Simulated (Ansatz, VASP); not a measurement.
## Cross-check of Ga35SiN36 (Si_Ga) between VASP and Ansatz

Aim: how closely do two programs agree when they are given the same cell, functional and k mesh? Of the first pair: The structure shown is the start of the Ansatz relaxation below; VASP solves that cell, so the two are compared at the walk's first step.

Calculated with Ansatz 0.2.0; plane waves, with VASP 6.6.1 beside it; single point at r2SCAN.

## (1) Set-up

The cell holds 72 atoms: 35 Ga, 36 N and 1 Si. Its edges and angles: a = 9.550 Å, b = 9.550 Å, c = 10.368 Å, α = 90.0°, β = 90.0°, γ = 120.0°. It derives from GaN (GaN (P6_3mc)). Nearest the centre at fractional (0.444, 0.556, 0.500): Si72 at 0.05 Å, N52 at 1.90 Å, N55 at 1.94 Å, N40 at 1.94 Å, N56 at 1.99 Å, Ga20 at 3.13 Å, Ga29 at 3.14 Å, Ga14 at 3.14 Å. The cell carries charge +1.

Structure file:

```xyz
72
Lattice="9.5498 0.0000 0.0000 -4.7749 8.2704 0.0000 0.0000 0.0000 10.3677" Properties=species:S:1:pos:R:3 pbc="T T T"
Ga    1.6041    0.8707    2.5835
Ga   -0.0111    1.8743    5.2116
Ga    1.6348    0.9352    7.7519
Ga   -0.0211    1.8201    0.0371
Ga   -0.0013    3.7209    2.6087
Ga   -1.5749    4.6030    5.1328
Ga    0.0089    3.6286    7.7852
Ga   -1.5867    4.6302    0.0302
Ga   -1.6181    6.4271    2.5452
Ga   -3.1850    7.3016    5.1760
Ga   -1.6000    6.3877    7.7917
Ga   -3.1910    7.3314   10.3179
Ga    4.7837    0.9525    2.6233
Ga    3.1732    1.8799    5.1541
Ga    4.7288    0.9180    7.7518
Ga    3.1817    1.8591    0.0406
Ga    3.1341    3.6721    2.5789
Ga    3.2078    3.6326    7.7775
Ga    1.5851    4.5455    0.0015
Ga    1.5710    6.4120    2.6279
Ga    0.0265    7.3931    5.1711
Ga    1.5839    6.4260    7.8201
Ga   -0.0227    7.3530    0.0399
Ga    7.9215    0.9011    2.6163
Ga    6.4154    1.8434    5.1698
Ga    7.9534    0.8902    7.7305
Ga    6.3317    1.8104   10.3400
Ga    6.3409    3.6344    2.5989
Ga    4.7283    4.5960    5.1611
Ga    6.4058    3.6449    7.7739
Ga    4.7839    4.6339   10.3333
Ga    4.8215    6.4469    2.5761
Ga    3.2260    7.3283    5.1674
Ga    4.7394    6.4666    7.7799
Ga    3.1708    7.3186   10.3275
N     1.6239    0.9445    4.5121
N    -0.0244    1.8023    1.9233
N     1.6112    0.8794    9.7479
N     0.0142    1.8081    7.0948
N     0.0309    3.6515    4.5096
N    -1.5808    4.5597    1.9145
N    -0.0288    3.6743    9.7652
N    -1.5861    4.6063    7.1807
N    -1.6256    6.4266    4.5767
N    -3.1886    7.3871    1.9139
N    -1.6353    6.4363    9.7002
N    -3.1599    7.3850    7.1612
N     4.8020    0.9044    4.5010
N     3.1556    1.8078    1.9198
N     4.7977    0.9518    9.7543
N     3.1758    1.8659    7.0917
N     3.1457    3.6918    4.5693
N     1.5744    4.6093    1.9040
N     3.1747    3.6270    9.7171
N     1.6119    4.6377    7.1172
N     1.5719    6.4664    4.5095
N    -0.0321    7.3506    1.9103
N     1.5768    6.3935    9.7519
N    -0.0500    7.3504    7.1305
N     7.9624    0.9674    4.5291
N     6.3287    1.8504    1.9787
N     7.9711    0.8716    9.7342
N     6.3634    1.8393    7.0825
N     6.3638    3.6502    4.5834
N     4.7585    4.5635    1.9131
N     6.3691    3.6554    9.7699
N     4.7518    4.5526    7.1182
N     4.7440    6.4695    4.5272
N     3.1724    7.3181    1.9130
N     4.7528    6.4649    9.7553
N     3.1658    7.3451    7.0860
Si    1.6212    4.5553    5.1703
```

## (2) Ansatz: relaxation, r2SCAN

Ansatz runs on its PAW soft_1 files.

The two programs are compared at the cell with which this relaxation starts, whose forces are those of its first step.

input.yaml

```yaml
crystal:
  lattice:
    - [9.54981763, 0.0, 0.0]
    - [-4.77490882, 8.27038467, 0.0]
    - [0.0, 0.0, 10.36766323]
  atoms:
    - { symbol: Ga, position: [0.22222222, 0.11111111, 0.24955312] }
    - { symbol: Ga, position: [0.11111111, 0.22222222, 0.49955312] }
    - { symbol: "N", position: [0.22222222, 0.11111111, 0.43794688] }
    - { symbol: "N", position: [0.11111111, 0.22222222, 0.18794688] }
    - { symbol: Ga, position: [0.22222222, 0.11111111, 0.74955312] }
    - { symbol: Ga, position: [0.11111111, 0.22222222, 0.99955312] }
    - { symbol: "N", position: [0.22222222, 0.11111111, 0.93794688] }
    - { symbol: "N", position: [0.11111111, 0.22222222, 0.68794688] }
    - { symbol: Ga, position: [0.22222222, 0.44444444, 0.24955312] }
    - { symbol: Ga, position: [0.11111111, 0.55555556, 0.49955312] }
    - { symbol: "N", position: [0.22222222, 0.44444444, 0.43794688] }
    - { symbol: "N", position: [0.11111111, 0.55555556, 0.18794688] }
    - { symbol: Ga, position: [0.22222222, 0.44444444, 0.74955312] }
    - { symbol: Ga, position: [0.11111111, 0.55555556, 0.99955312] }
    - { symbol: "N", position: [0.22222222, 0.44444444, 0.93794688] }
    - { symbol: "N", position: [0.11111111, 0.55555556, 0.68794688] }
    - { symbol: Ga, position: [0.22222222, 0.77777778, 0.24955312] }
    - { symbol: Ga, position: [0.11111111, 0.88888889, 0.49955312] }
    - { symbol: "N", position: [0.22222222, 0.77777778, 0.43794688] }
    - { symbol: "N", position: [0.11111111, 0.88888889, 0.18794688] }
    - { symbol: Ga, position: [0.22222222, 0.77777778, 0.74955312] }
    - { symbol: Ga, position: [0.11111111, 0.88888889, 0.99955312] }
    - { symbol: "N", position: [0.22222222, 0.77777778, 0.93794688] }
    - { symbol: "N", position: [0.11111111, 0.88888889, 0.68794688] }
    - { symbol: Ga, position: [0.55555556, 0.11111111, 0.24955312] }
    - { symbol: Ga, position: [0.44444444, 0.22222222, 0.49955312] }
    - { symbol: "N", position: [0.55555556, 0.11111111, 0.43794688] }
    - { symbol: "N", position: [0.44444444, 0.22222222, 0.18794688] }
    - { symbol: Ga, position: [0.55555556, 0.11111111, 0.74955312] }
    - { symbol: Ga, position: [0.44444444, 0.22222222, 0.99955312] }
    - { symbol: "N", position: [0.55555556, 0.11111111, 0.93794688] }
    - { symbol: "N", position: [0.44444444, 0.22222222, 0.68794688] }
    - { symbol: Ga, position: [0.55555556, 0.44444444, 0.24955312] }
    - { symbol: Si, position: [0.44444444, 0.55555556, 0.49955312] }
    - { symbol: "N", position: [0.55555556, 0.44444444, 0.43794688] }
    - { symbol: "N", position: [0.44444444, 0.55555556, 0.18794688] }
    - { symbol: Ga, position: [0.55555556, 0.44444444, 0.74955312] }
    - { symbol: Ga, position: [0.44444444, 0.55555556, 0.99955312] }
    - { symbol: "N", position: [0.55555556, 0.44444444, 0.93794688] }
    - { symbol: "N", position: [0.44444444, 0.55555556, 0.68794688] }
    - { symbol: Ga, position: [0.55555556, 0.77777778, 0.24955312] }
    - { symbol: Ga, position: [0.44444444, 0.88888889, 0.49955312] }
    - { symbol: "N", position: [0.55555556, 0.77777778, 0.43794688] }
    - { symbol: "N", position: [0.44444444, 0.88888889, 0.18794688] }
    - { symbol: Ga, position: [0.55555556, 0.77777778, 0.74955312] }
    - { symbol: Ga, position: [0.44444444, 0.88888889, 0.99955312] }
    - { symbol: "N", position: [0.55555556, 0.77777778, 0.93794688] }
    - { symbol: "N", position: [0.44444444, 0.88888889, 0.68794688] }
    - { symbol: Ga, position: [0.88888889, 0.11111111, 0.24955312] }
    - { symbol: Ga, position: [0.77777778, 0.22222222, 0.49955312] }
    - { symbol: "N", position: [0.88888889, 0.11111111, 0.43794688] }
    - { symbol: "N", position: [0.77777778, 0.22222222, 0.18794688] }
    - { symbol: Ga, position: [0.88888889, 0.11111111, 0.74955312] }
    - { symbol: Ga, position: [0.77777778, 0.22222222, 0.99955312] }
    - { symbol: "N", position: [0.88888889, 0.11111111, 0.93794688] }
    - { symbol: "N", position: [0.77777778, 0.22222222, 0.68794688] }
    - { symbol: Ga, position: [0.88888889, 0.44444444, 0.24955312] }
    - { symbol: Ga, position: [0.77777778, 0.55555556, 0.49955312] }
    - { symbol: "N", position: [0.88888889, 0.44444444, 0.43794688] }
    - { symbol: "N", position: [0.77777778, 0.55555556, 0.18794688] }
    - { symbol: Ga, position: [0.88888889, 0.44444444, 0.74955312] }
    - { symbol: Ga, position: [0.77777778, 0.55555556, 0.99955312] }
    - { symbol: "N", position: [0.88888889, 0.44444444, 0.93794688] }
    - { symbol: "N", position: [0.77777778, 0.55555556, 0.68794688] }
    - { symbol: Ga, position: [0.88888889, 0.77777778, 0.24955312] }
    - { symbol: Ga, position: [0.77777778, 0.88888889, 0.49955312] }
    - { symbol: "N", position: [0.88888889, 0.77777778, 0.43794688] }
    - { symbol: "N", position: [0.77777778, 0.88888889, 0.18794688] }
    - { symbol: Ga, position: [0.88888889, 0.77777778, 0.74955312] }
    - { symbol: Ga, position: [0.77777778, 0.88888889, 0.99955312] }
    - { symbol: "N", position: [0.88888889, 0.77777778, 0.93794688] }
    - { symbol: "N", position: [0.77777778, 0.88888889, 0.68794688] }
  host:
    repeats: [3, 3, 2]
    atoms:
      - { symbol: Ga, position: [0.66666667, 0.33333333, 0.49910624] }
      - { symbol: Ga, position: [0.33333333, 0.66666667, 0.99910624] }
      - { symbol: "N", position: [0.66666667, 0.33333333, 0.87589376] }
      - { symbol: "N", position: [0.33333333, 0.66666667, 0.37589376] }
total_charge: 1
basis:
  ecutwfc: 500
  xc_grid: 2
hamiltonian:
  xc: r2scan
  pseudopotentials: { kind: paw, azcp: { folder: soft_1 } }
kpoints:
  mp_grid: { grid: [1, 1, 1], shift: [0.25, 0.25, 0.25] }
scf:
  occupations: { method: fixed }
  max_iter: 80
output:
  forces: true
  charged_corrections:
    epsilon: [5.83, 5.83, 6.02]
    static_epsilon: [10.1, 10.1, 11.19]
    defect_position: [0.444444, 0.555556, 0.499553]
relax:
  f_tol: 0.02
  max_steps: 80
  random_displacement: { amplitude: 0.05, seed: 8878 }
checkpoint:
  write: "../qp1.relax.run"
  compress: false
  write_wavefunctions: true
  write_every: 100000
```

Launch:

```bash
> ansatz run input.yaml --threads 4 --pin off --max-ram 15073MiB --backend cpu --events-out ev --progress --plain --runs-dir out
```

Numbers of over 12 decimals in the logs are rounded to 6 here.

What it wrote:

```text
Engine: ansatz 0.2.0, aarch64-unknown-linux-gnu
Pseudopotentials: kind: paw
Pseudopotential: Ga, paw, valence charge 13, recommended cutoff 500 eV (meta_gga), soft_1/Ga.paw.azcp
Pseudopotential: N, paw, valence charge 5, recommended cutoff 500 eV (meta_gga), soft_1/N.paw.azcp
Pseudopotential: Si, paw, valence charge 4, recommended cutoff 500 eV (meta_gga), soft_1/Si.paw.azcp
Functional definition: r2SCAN
  parameter k0 = 0.174
  parameter k1 = 0.065
  parameter a1 = 4.9479
  exchange = r2scan_x(k0 = k0, k1 = k1, a1 = a1)
  correlation = r2scan_c
Crystal: 72 atoms, lattice volume = 818.845 Å³
Basis set: ecut = 500 eV, 20899 PW (Γ), exchange–correlation on 144×144×160 points (8 copies of the dense FFT grid, shifted against one another)
Bands: 391, of which v1, the nominal top of the filled ones, is band 319 counted from 1 (318 counted from 0)
Symmetry: 1 space group operations
k-points: 1
Non-local potential: Ga, projectors of the file, l = 0: 2, l = 1: 2, l = 2: 3, l = 3: 1
Non-local potential: N, projectors of the file, l = 0: 2, l = 1: 2, l = 2: 1
Non-local potential: Si, projectors of the file, l = 0: 2, l = 1: 2, l = 2: 1
PAW form: soft (Blöchl's): semilocal exchange-correlation on the pseudo side does not see the compensation charge
PAW frozen core: Ga, regenerated for the run's functional (the file was generated under x = pbe(κ = 0.804, μ = 0.219515), c = pbe(β = 0.066725))
PAW frozen core: N, regenerated for the run's functional (the file was generated under x = pbe(κ = 0.804, μ = 0.219515), c = pbe(β = 0.066725))
PAW frozen core: Si, regenerated for the run's functional (the file was generated under x = pbe(κ = 0.804, μ = 0.219515), c = pbe(β = 0.066725))
PAW one-centre angular grid: Ga, 590 points (default); XC on 160 Gauss nodes
PAW one-centre angular grid: N, 302 points (default); XC on 160 Gauss nodes
PAW one-centre angular grid: Si, 302 points (default); XC on 160 Gauss nodes
Initial density: superposition of atomic densities (chi_scale 0.1, normalization cell, long waves kept (reshape's long-wave potential 0.10 eV rms))
Initial wavefunctions: pseudopotential atomic-orbital guess
Functional: x = r2scan, c = r2scan; τ floored in thin density (d = 2e-4 eV/Å³)
SCF iter   1: F=—  HF=-147230.545891 eV  |F-HF|=—  |Δ(HF+E_count)|=         —  Δρ=1.21e-1  dr2=9.71e1  dr2_τ=1.02e1  ethr=3.10e-3  ⟨swp⟩=4.0  Hψ=1034  notcnv=0  defer=68
preconditioner: auto → Resta (q_TF=auto, 2.617 Å⁻¹)  ε∞=4.3  [insulator: Δε(μ)=4.505 eV  Ē_g=17.981 eV  n_scr=236 (ndim 8)  ℏωp=32.8 eV  f_vac=0.000  ε∞_Penn≈4.3]
SCF iter   2: F=—  HF=-147209.155517 eV  |F-HF|=—  |Δ(HF+E_count)|=    2.14e1  Δρ=5.29e-2  dr2=1.36e1  dr2_τ=1.37e0  ethr=3.10e-3  ⟨swp⟩=3.0  Hψ=754  notcnv=0  defer=69
SCF iter   3: F=—  HF=-147209.883546 eV  |F-HF|=—  |Δ(HF+E_count)|=   7.28e-1  Δρ=1.82e-2  dr2=2.13e0  dr2_τ=1.44e-1  ethr=2.13e-3  ⟨swp⟩=2.0  Hψ=432  notcnv=0  defer=68
SCF iter   4: F=—  HF=-147209.744306 eV  |F-HF|=—  |Δ(HF+E_count)|=   1.39e-1  Δρ=4.06e-3  dr2=8.79e-2  dr2_τ=4.47e-3  ethr=3.34e-4  ⟨swp⟩=4.0  Hψ=647  notcnv=0  defer=70
SCF iter   5: F=—  HF=-147209.797832 eV  |F-HF|=—  |Δ(HF+E_count)|=   5.35e-2  Δρ=1.72e-3  dr2=2.44e-2  dr2_τ=2.88e-3  ethr=1.38e-5  ⟨swp⟩=3.0  Hψ=749  notcnv=0  defer=70
SCF iter   6: F=—  HF=-147209.789392 eV  |F-HF|=—  |Δ(HF+E_count)|=   8.44e-3  Δρ=3.60e-4  dr2=1.26e-3  dr2_τ=4.57e-5  ethr=3.82e-6  ⟨swp⟩=3.0  Hψ=646  notcnv=0  defer=70
SCF iter   7: F=—  HF=-147209.790253 eV  |F-HF|=—  |Δ(HF+E_count)|=   8.61e-4  Δρ=1.39e-4  dr2=1.40e-4  dr2_τ=1.32e-5  ethr=1.97e-7  ⟨swp⟩=2.0  Hψ=641  notcnv=0  defer=70
SCF iter   8: F=—  HF=-147209.790260 eV  |F-HF|=—  |Δ(HF+E_count)|=   6.85e-6  Δρ=6.22e-5  dr2=3.06e-5  dr2_τ=2.23e-6  ethr=2.19e-8  ⟨swp⟩=2.0  Hψ=643  notcnv=0  defer=70
SCF iter   9: F=-147209.790261 eV  HF=-147209.790263 eV  |F-HF|=1.92e-6  |Δ(HF+E_count)|=   3.53e-6  Δρ=1.96e-5  dr2=3.41e-6  dr2_τ=2.55e-7  ethr=1.57e-9  ⟨swp⟩=4.0  Hψ=1203  notcnv=0
SCF 1 converged in 9 iterations: F = -147209.790261 eV  dr2 = 3.41e-6
  greatest PAW one-centre occupation: 0.994 electrons in one spin orbital (limit 2), on the Ga atom at site 36 (counted from 0), in its partial waves of l = 2
relax step   1: F+E_penalty+E_count = -147209.79026130 eV  Δ(F+E_penalty+E_count) = +0.000e0 eV  max|allowed force component| = 3.262e0 eV/Å  Δτ_max = 0.0000 Å  (9 SCF iters, dr2 threshold 1.00e-5 eV, accepted)
Initial density: handed on by an earlier stage of this run
Initial wavefunctions: those handed on with the density
iter 1 solved again at ethr=8.22e-5 eV; its pass at ethr=3.10e-3 eV (dr2=5.24e-1 eV) is discarded
SCF iter   1: F=—  HF=-147211.756410 eV  |F-HF|=—  |Δ(HF+E_count)|=         —  Δρ=1.07e-2  dr2=5.28e-1  dr2_τ=1.45e0  ethr=8.22e-5  ⟨swp⟩=2.0  Hψ=1380  notcnv=0  defer=69
[...]
--- Relaxed structure (6 steps of the walk, 6 accepted, 0 SCFs on fresh bases) ---
  F+E_penalty+E_count = -147212.78606222 eV   max|allowed force component| = 1.201e-2 eV/Å
  atoms:
    - { symbol: Ga, position: [0.221459, 0.110161, 0.248770] }
    - { symbol: Ga, position: [0.111221, 0.220998, 0.500115] }
    - { symbol: N, position: [0.221045, 0.110641, 0.437325] }
    - { symbol: N, position: [0.111108, 0.222863, 0.188866] }
    - { symbol: Ga, position: [0.221376, 0.109951, 0.750237] }
    - { symbol: Ga, position: [0.110511, 0.222466, 0.999182] }
    - { symbol: N, position: [0.221321, 0.110984, 0.938318] }
    - { symbol: N, position: [0.110515, 0.221270, 0.687351] }
    - { symbol: Ga, position: [0.223859, 0.444905, 0.248821] }
    - { symbol: Ga, position: [0.111402, 0.557391, 0.500128] }
    - { symbol: N, position: [0.239446, 0.453455, 0.442561] }
    - { symbol: N, position: [0.111098, 0.554090, 0.188882] }
    - { symbol: Ga, position: [0.220487, 0.443127, 0.747052] }
    - { symbol: Ga, position: [0.110550, 0.554960, 0.999189] }
    - { symbol: N, position: [0.222358, 0.444607, 0.935054] }
    - { symbol: N, position: [0.110543, 0.555043, 0.687426] }
    - { symbol: Ga, position: [0.221518, 0.777165, 0.248725] }
    - { symbol: Ga, position: [0.110102, 0.888543, 0.499702] }
    - { symbol: N, position: [0.221165, 0.777500, 0.437274] }
    - { symbol: N, position: [0.110479, 0.888145, 0.187754] }
    - { symbol: Ga, position: [0.221448, 0.777221, 0.750265] }
    - { symbol: Ga, position: [0.110141, 0.888539, 0.999377] }
    - { symbol: N, position: [0.221353, 0.777279, 0.938360] }
    - { symbol: N, position: [0.110511, 0.888129, 0.687938] }
    - { symbol: Ga, position: [0.555369, 0.110600, 0.248878] }
    - { symbol: Ga, position: [0.441355, 0.220963, 0.500145] }
    - { symbol: N, position: [0.554435, 0.110670, 0.437951] }
    - { symbol: N, position: [0.444505, 0.222805, 0.188915] }
    - { symbol: Ga, position: [0.555133, 0.110449, 0.750041] }
    - { symbol: Ga, position: [0.443657, 0.222436, 0.999217] }
    - { symbol: N, position: [0.554267, 0.110586, 0.938296] }
    - { symbol: N, position: [0.443561, 0.221264, 0.687442] }
    - { symbol: Ga, position: [0.553859, 0.444810, 0.248786] }
    - { symbol: Si, position: [0.443638, 0.555053, 0.499396] }
    - { symbol: N, position: [0.545734, 0.452849, 0.442675] }
    - { symbol: N, position: [0.443833, 0.554793, 0.185829] }
    - { symbol: Ga, position: [0.555518, 0.443104, 0.747165] }
    - { symbol: Ga, position: [0.443500, 0.555219, 0.997772] }
    - { symbol: N, position: [0.554049, 0.444591, 0.935155] }
    - { symbol: N, position: [0.443841, 0.554865, 0.672051] }
    - { symbol: Ga, position: [0.553772, 0.774795, 0.248847] }
    - { symbol: Ga, position: [0.441298, 0.887242, 0.500169] }
    - { symbol: N, position: [0.545210, 0.759212, 0.442565] }
    - { symbol: N, position: [0.444533, 0.887511, 0.188854] }
    - { symbol: Ga, position: [0.555544, 0.778143, 0.747066] }
    - { symbol: Ga, position: [0.443710, 0.888123, 0.999203] }
    - { symbol: N, position: [0.554065, 0.776318, 0.935048] }
    - { symbol: N, position: [0.443629, 0.888073, 0.687436] }
    - { symbol: Ga, position: [0.888036, 0.110624, 0.248805] }
[...]
- { symbol: Ga, position: [0.888043, 0.443308, 0.248852] }
    - { symbol: Ga, position: [0.777693, 0.557324, 0.500158] }
    - { symbol: N, position: [0.887940, 0.444195, 0.437952] }
    - { symbol: N, position: [0.775812, 0.554141, 0.188932] }
    - { symbol: Ga, position: [0.888188, 0.443526, 0.750023] }
    - { symbol: Ga, position: [0.776252, 0.555035, 0.999206] }
    - { symbol: N, position: [0.888041, 0.444368, 0.938296] }
    - { symbol: N, position: [0.777314, 0.555075, 0.687451] }
    - { symbol: Ga, position: [0.888483, 0.777201, 0.248746] }
    - { symbol: Ga, position: [0.777737, 0.887497, 0.500144] }
    - { symbol: N, position: [0.887979, 0.777567, 0.437323] }
    - { symbol: N, position: [0.775773, 0.887551, 0.188894] }
    - { symbol: Ga, position: [0.888710, 0.777279, 0.750261] }
    - { symbol: Ga, position: [0.776189, 0.888168, 0.999195] }
    - { symbol: N, position: [0.887657, 0.777329, 0.938359] }
    - { symbol: N, position: [0.777391, 0.888132, 0.687370] }
```

The column dr2 measures how far the density is from self-consistency, as an energy; F and HF (Harris–Foulkes) agree once it is small.

[end of part 1 of 3]

[Lines on the potential files, build, host, timing and source positions are cut from VASP's logs without a mark.]

[Logs are printed without paths, hosts, clocks, repeated set-up lines and the standing remarks that a program may print on its own settings, such as how far it seeks lower states.]

[Hosts, paths, dates, database ids (printed as entryN), source tags and the programs' standing remarks are cut or masked in the printed files.]
